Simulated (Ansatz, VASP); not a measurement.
## One calculation of Ir, two programs

```
Ir
1.0
     2.74633    0.00000    0.00000
    -1.37316    2.37839    0.00000
     0.00000    0.00000    4.46151
Ir
2
Direct
  0.33333 0.66667 0.25000
  0.66667 0.33333 0.75000
```

Alike in both runs: functional PBE; k mesh 13 × 13 × 7; occupations fermi-dirac, width 0.05 eV; collinear spin.

Ansatz relaxed the structure, and its values are those at the end. VASP's run is a single point on that final structure, the one shown.

|  | VASP | Ansatz |
| --- | --- | --- |
| version | VASP 6.6.1 | Ansatz 0.2.0 |
| potentials or method | VASP PAW PBE potentials, release 64 (Ir) | plane waves (420 eV) with PAW, scalar-relativistic |
| plane-wave cutoff (eV) | 520 | 420 |
| valence electrons in the cell | 18 | 34 |

```csv
,VASP,Ansatz,Ansatz less VASP
pressure (GPa),0.5,0.0,-0.49
net moment per atom (μB),0.00,0.00,0.000
```

The two sets of potentials don't hold the same shells in valence. Ansatz warned: «seeded_moment_not_kept».

The runs have no spin-orbit coupling, so splittings on Ir are missing.
